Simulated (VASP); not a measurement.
# C (Fd-3m) in VASP: single point with PBE

Aim: the single point of C with PBE.

Program: VASP 6.6.1. These are calculated values, not measurements. Logs are shortened: lines on timing, memory, paths and dates and some standing lists are left out, and cuts for length are marked.

### Step 1. The structure

It takes space group Fd-3m (No. 227, cubic). The conventional cell has a = 3.572 Å, b = 3.572 Å, c = 3.572 Å, α = 90.00°, β = 90.00°, γ = 90.00°. C (site symmetry -43m) has 4 C at 1.55 Å as nearest neighbours.

The cell was built by a generator and needn't be a form met in nature.

### Step 2. Single point, PBE

The input, INCAR:

```
SYSTEM = C
PREC = Accurate
ENCUT = 450
EDIFF = 1E-7
ISMEAR = -1
SIGMA = 0.05
LREAL = .FALSE.
LASPH = .TRUE.
NELM = 80
ALGO = Fast
ISIF = 2
LWAVE = .FALSE.
LCHARG = .FALSE.
GGA = PE
```

The input, KPOINTS:

```
regular mesh
0
G
  1 1 1
  0 0 0
```

The input, POSCAR:

```
C
1.0
   10.7160000000      0.0000000000      0.0000000000
    0.0000000000     10.7160000000      0.0000000000
    0.0000000000      0.0000000000     10.7160000000
C
216
Direct
    0.6666666667      0.0000000000      0.0000000000
    0.8333333333      0.1666666667      0.0000000000
    0.8333333333      0.0000000000      0.1666666667
    0.3333333333      0.0000000000      0.0000000000
    0.5000000000      0.1666666667      0.0000000000
    0.6666666667      0.3333333333      0.0000000000
[... 208 lines left out ...]
    0.4166666667      0.9166666667      0.9166666667
    0.0833333333      0.9166666667      0.9166666667
```

Potentials or basis: VASP PAW PBE potentials, release 64 (C).

Command:

```console
cat potpaw_PBE.64/C/POTCAR > POTCAR
mpirun -np 1 vasp_std > vasp.out
```

OUTCAR:

```text
SYSTEM = C
   PREC = Accurate
   ENCUT = 450
   EDIFF = 1E-7
   ISMEAR = -1
   LREAL = .FALSE.
   LASPH = .TRUE.
   NELM = 80
   ISIF = 2
   GGA = PE

 ion  position               nearest neighbor table
   1  0.667  0.000  0.000- 109 1.55 209 1.55 167 1.55 146 1.55
   2  0.833  0.167  0.000- 168 1.55 110 1.55 109 1.55 142 1.55
   3  0.833  0.000  0.167- 151 1.55 111 1.55 109 1.55 127 1.55
   4  0.333  0.000  0.000- 171 1.55 190 1.55 112 1.55 215 1.55
   5  0.500  0.167  0.000- 113 1.55 191 1.55 167 1.55 112 1.55
   6  0.667  0.333  0.000- 168 1.55 114 1.55 113 1.55 192 1.55
[... 208 lines left out ...]
 215  0.417  0.917  0.917-   4 1.55  38 1.55  59 1.55 107 1.55
 216  0.083  0.917  0.917-  14 1.55  63 1.55  82 1.55 108 1.55

  LATTYP: Found a simple cubic cell.
 ALAT       =    10.7160000000

  Lattice vectors:

 A1 = (  10.7160000000,   0.0000000000,   0.0000000000)
 A2 = (   0.0000000000,  10.7160000000,   0.0000000000)
 A3 = (   0.0000000000,   0.0000000000,  10.7160000000)

Analysis of symmetry for initial positions (statically):
=====================================================================
 Subroutine PRICEL returns following result:

  LATTYP: Found a face centered cubic cell.
 ALAT       =     3.5720000007

  Lattice vectors:

 A1 = (   1.7860000004,  -1.7860000004,   0.0000000000)
 A2 = (   1.7860000004,   0.0000000000,   1.7860000004)
 A3 = (   0.0000000000,  -1.7860000004,   1.7859999993)

 108 primitive cells build up your supercell.

 Routine SETGRP: Setting up the symmetry group for a
 simple cubic supercell.

 Subroutine GETGRP returns: Found 48 space group operations
 (whereof 24 operations were pure point group operations)
 out of a pool of 48 trial point group operations.

The static configuration has the point symmetry T_d .
 The point group associated with its full space group is O_h .

Analysis of symmetry for dynamics (positions and initial velocities):
=====================================================================
 Subroutine PRICEL returns following result:

  LATTYP: Found a face centered cubic cell.
 ALAT       =     3.5720000007

  Lattice vectors:

 A1 = (   1.7860000004,  -1.7860000004,   0.0000000000)
 A2 = (   1.7860000004,   0.0000000000,   1.7860000004)
 A3 = (   0.0000000000,  -1.7860000004,   1.7859999993)

 108 primitive cells build up your supercell.

 Routine SETGRP: Setting up the symmetry group for a
 simple cubic supercell.

 Subroutine GETGRP returns: Found 48 space group operations
 (whereof 24 operations were pure point group operations)
 out of a pool of 48 trial point group operations.

The dynamic configuration has the point symmetry T_d .
 The point group associated with its full space group is O_h .

 Subroutine INISYM returns: Found 48 space group operations
 (whereof 24 operations are pure point group operations),
 and found   108 'primitive' translations

----------------------------------------------------------------------------------------

                                     Primitive cell

  volume of cell :      11.3940

  direct lattice vectors                    reciprocal lattice vectors
     1.786000000 -1.786000000  0.000000000     0.279955207 -0.279955207 -0.279955207
     1.786000000  0.000000000  1.786000000     0.279955207  0.279955207  0.279955207
     0.000000000 -1.786000000  1.785999999    -0.279955207 -0.279955207  0.279955207

  length of vectors
     2.525785423  2.525785423  2.525785422     0.484896643  0.484896643  0.484896643

  position of ions in fractional coordinates (direct lattice)
     0.000000000  0.999999999  1.000000000
     0.750000001  0.749999999  0.750000000

  ion indices of the primitive-cell ions
   primitive index   ion index
                 1           1
                 2         109

----------------------------------------------------------------------------------------

 KPOINTS: regular mesh

Automatic generation of k-mesh.
 Grid dimensions read from file:
 generate k-points for:    1    1    1

 Generating k-lattice:

  Cartesian coordinates                     Fractional coordinates (reciprocal lattice)
     0.093318402  0.000000000  0.000000000     1.000000000  0.000000000  0.000000000
     0.000000000  0.093318402  0.000000000     0.000000000  1.000000000  0.000000000
     0.000000000  0.000000000  0.093318402     0.000000000  0.000000000  1.000000000

  Length of vectors
     0.093318402  0.093318402  0.093318402

  Shift w.r.t. Gamma in fractional coordinates (k-lattice)
     0.000000000  0.000000000  0.000000000

 Subroutine IBZKPT returns following result:
 ===========================================

 Found      1 irreducible k-points:

 Following reciprocal coordinates:
            Coordinates               Weight
  0.000000  0.000000  0.000000      1.000000
   k-points           NKPTS =      1   k-points in BZ     NKDIM =      1   number of bands    NBANDS=    541
   number of dos      NEDOS =    301   number of ions     NIONS =    216
   total plane-waves  NPLWV = 512000
   dimension x,y,z NGX =    80 NGY =   80 NGZ =   80
   dimension x,y,z NGXF=   160 NGYF=  160 NGZF=  160
   ions per type =             216
   NGX,Y,Z   is equivalent  to a cutoff of  12.41, 12.41, 12.41 a.u.
   NGXF,Y,Z  is equivalent  to a cutoff of  24.82, 24.82, 24.82 a.u.
 SYSTEM =  C
   PREC   = accura    normal or accurate (medium, high low for compatibility)
   ISTART =      0    job   : 0-new  1-cont  2-samecut
   ICHARG =      2    charge: 1-file 2-atom 10-const
   ISPIN  =      1    spin polarized calculation?
   LNONCOLLINEAR =      F non collinear calculations
   LSORBIT =      F    spin-orbit coupling
   LASPH  =      T    aspherical Exc in radial PAW
   ENCUT  =  450.0 eV  33.07 Ry    5.75 a.u.  18.54 18.54 18.54*2*pi/ulx,y,z
   NELM   =     80;   NELMIN=  2; NELMDL= -5     # of ELM steps
   EDIFF  = 0.1E-06   stopping-criterion for ELM
   LREAL  =      F    real-space projection
   EDIFFG = 0.1E-05   stopping-criterion for IOM
   NSW    =      0    number of steps for IOM
   IBRION =     -1    ionic relax: 0-MD 1-quasi-New 2-CG
   NFREE  =      0    steps in history (QN), initial steepest desc. (CG)
   ISIF   =      2    stress and relaxation
   ISYM   =      2    0-nonsym 1-usesym 2-fastsym
   POTIM  = 0.5000    time-step for ionic-motion
   TEBEG  =    0.0;   TEEND  =   0.0 temperature during run
   PSTRESS=    0.0 pullay stress
   NELECT =     864.0000    total number of electrons
   NUPDOWN=      -1.0000    fix difference up-down
   EMIN   =  10.00;   EMAX   =-10.00  energy-range for DOS
   EFERMI =   0.00;   METHOD = LEGACY
   ISMEAR =    -1;   SIGMA  =   0.05  broadening in eV -4-tet -1-fermi 0-gaus
   EFERMI_NEDOS =   21; number of points for ismear=-14 and -15
   IALGO  =     68    algorithm
   IMIX   =      4    mixing-type and parameters
     AMIX     =   0.40;   BMIX     =  1.00
     AMIX_MAG =   1.60;   BMIX_MAG =  1.00
  volume/ion in A,a.u.               =       5.70        38.45
  Fermi-wavevector in a.u.,A,eV,Ry     =   1.455057  2.749659 28.806135  2.117191
  Thomas-Fermi vector in A             =   2.572136
   LORBIT       =      0    0 simple, 1 ext, 2 COOP (PROOUT), +10 PAW based schemes
   GGA     = PE    functional components
   LHFCALC =     F    Hartree Fock is set to
   AEXX    =    0.0000 exact exchange contribution
   IVDW    =     0    specifies the selected vdW correction
   LEPSILON=     F    determine dielectric tensor
   LRPA    =     F    only Hartree local field effects (RPA)
 non-spin polarized calculation
 RMM-DIIS sequential band-by-band and
  energy-cutoff  :      450.00
  volume of cell :     1230.55
 maximum number of plane-waves:     26745
 NGX is ok and might be reduce to    80
   NGX = 37   NGY = 37   NGZ = 37

 number of electron     864.0000003 magnetization

 Free energy of the ion-electron system (eV)
  ---------------------------------------------------
  ext. energy  EPLUGINS =         0.00000000
  ---------------------------------------------------
  free energy    TOTEN  =     -1962.72037607 eV

  energy without entropy =    -1962.72037607  energy(sigma->0) =    -1962.72037607

 E-fermi :  10.9477     XC(G=0): -13.2265

 val. band max:        9.6705685012   @ k =   0.0000   0.0000   0.0000
 cond. band min:      13.8130998059   @ k =   0.0000   0.0000   0.0000
 fundamental gap:      4.1425313047
 Fermi energy:        10.9477006139

 k-point     1 :       0.0000    0.0000    0.0000
  band No.  band energies     occupation
      1     -11.7485      2.00000
      2     -10.7296      2.00000
      3     -10.7296      2.00000
      4     -10.7296      2.00000
      5     -10.7296      2.00000
      6     -10.7296      2.00000
[... 436 lines left out ...]
    443      14.4183      0.00000
    444      14.4183      0.00000
 [bands above 444 left out]

------------------------ aborting loop because EDIFF is reached ----------------------------------------

  FORCE on cell =-STRESS in cart. coord.  units (eV):
  Direction    XX          YY          ZZ          XY          YZ          ZX
  --------------------------------------------------------------------------------------
  -------------------------------------------------------------------------------------
  Total       -0.0784712     -0.0784712     -0.0784712     -0.0000000     -0.0000000      0.0000000
  in kB       -0.1021698     -0.1021698     -0.1021698     -0.0000000     -0.0000000      0.0000000
  external PRESSURE =      -0.1021698 kB  Pullay stress =       0.0000000 kB

 VOLUME and BASIS-vectors are now :
 -----------------------------------------------------------------------------
  energy-cutoff  :      450.00
  volume of cell :     1230.55
      direct lattice vectors                 reciprocal lattice vectors
    10.716000000  0.000000000  0.000000000     0.093318402  0.000000000  0.000000000
     0.000000000 10.716000000  0.000000000     0.000000000  0.093318402  0.000000000
     0.000000000  0.000000000 10.716000000     0.000000000  0.000000000  0.093318402

 POSITION                                       TOTAL-FORCE (eV/Angst)
 -----------------------------------------------------------------------------------
      7.14400      0.00000      0.00000         0.000000     -0.000000     -0.000000
      8.93000      1.78600      0.00000        -0.000000      0.000000     -0.000000
      8.93000      0.00000      1.78600        -0.000000     -0.000000     -0.000000
      3.57200      0.00000      0.00000        -0.000000      0.000000     -0.000000
      5.35800      1.78600      0.00000         0.000000      0.000000     -0.000000
      7.14400      3.57200      0.00000        -0.000000     -0.000000      0.000000
[... 208 lines left out ...]
      4.46500      9.82300      9.82300         0.000000      0.000000      0.000000
      0.89300      9.82300      9.82300         0.000000     -0.000000     -0.000000
 -----------------------------------------------------------------------------------
    total drift:                                0.000000      0.000000     -0.000000

  FREE ENERGIE OF THE ION-ELECTRON SYSTEM (eV)
  ---------------------------------------------------
  free  energy   TOTEN  =     -1962.7203760749 eV

  energy  without entropy=    -1962.7203760748  energy(sigma->0) =    -1962.72037607
```

Wall time 50 min (1 thread of Intel Xeon 6975P-C (Granite Rapids), shared host); peak memory 1.2 GiB.

What came out:

| Item | Value |
| --- | --- |
| Free energy | -1962.7204 eV |
| Band gap on the k mesh | 4.14 eV |

Caveat: the k mesh is coarse (spacing up to 0.59 Å⁻¹), so the values aren't converged; the cutoff is under 1.25 times the usual one of these potentials, so pressure, stress and relaxed cells hold a basis-set (Pulay) error; an odd mesh through Γ misses points on the zone boundary, where band edges often lie.
